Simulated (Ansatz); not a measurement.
The system is Ti2O.

```
CELL_PARAMETERS angstrom
2.91940 0.00000 0.00000
-1.45970 2.52827 0.00000
0.00000 0.00000 4.71300
ATOMIC_POSITIONS crystal
Ti 0.33333 0.66667 0.72126
Ti 0.66667 0.33333 0.27874
O 0.00000 0.00000 0.00000
```

| Property | Result |
| --- | --- |
| Program | Ansatz 0.2.0 |
| Task | relaxation of cell and atoms |
| Functional | r2SCAN |
| Dispersion | D3(BJ) |
| Potentials or basis | Ansatz PAW |
| Cutoff | 500 eV (not typed: the program's choice for these potentials) |
| k mesh | 10 × 10 × 6 |
| Occupations | fermi-dirac, width 0.05 eV |
| Spin | no spin polarisation |

At the start: volume 11.60 Å³/atom.

Question: Where does the relaxation end?

Answer: It ends after 6 steps and the volume is 11.92 Å³/atom (+2.8 %); space group P-3m1 (No. 164, to 0.05 Å).

The path:
| step | energy change (eV) | largest force (eV/Å) | volume (Å³) |
| --- | --- | --- | --- |
| 1 | 0.0000 | 1.0406 | 34.79 |
| 2 | -0.0372 | 0.3943 | 36.44 |
| 3 | -0.0662 | 0.0122 | 35.90 |
| 4 | -0.0670 | 0.0260 | 35.77 |
| 5 | -0.0670 | 0.0010 | 35.76 |
| 6 | -0.0677 | 0.0011 | 35.76 |

Final structure:
```yaml
crystal:
  lattice:
    - [2.93473, 0.00000, 0.00000]
    - [-1.46737, 2.54155, 0.00000]
    - [0.00000, 0.00000, 4.79381]
  atoms:
    - { symbol: Ti, position: [0.33333, 0.66667, 0.73075] }
    - { symbol: Ti, position: [0.66667, 0.33333, 0.26925] }
    - { symbol: O, position: [0.00000, 0.00000, 0.00000] }
```

Caveat: the plane-wave basis is chosen anew once the cell has moved, so the energies of steps on either side of that aren't comparable; pairwise dispersion overbinds metals, which lowers pressure and volume; the PAW data sets come from PBE, with cores solved anew for the run's functional, which leaves a small shift of forces and pressure; the dispersion damping was fitted for another functional or another form of the correction.
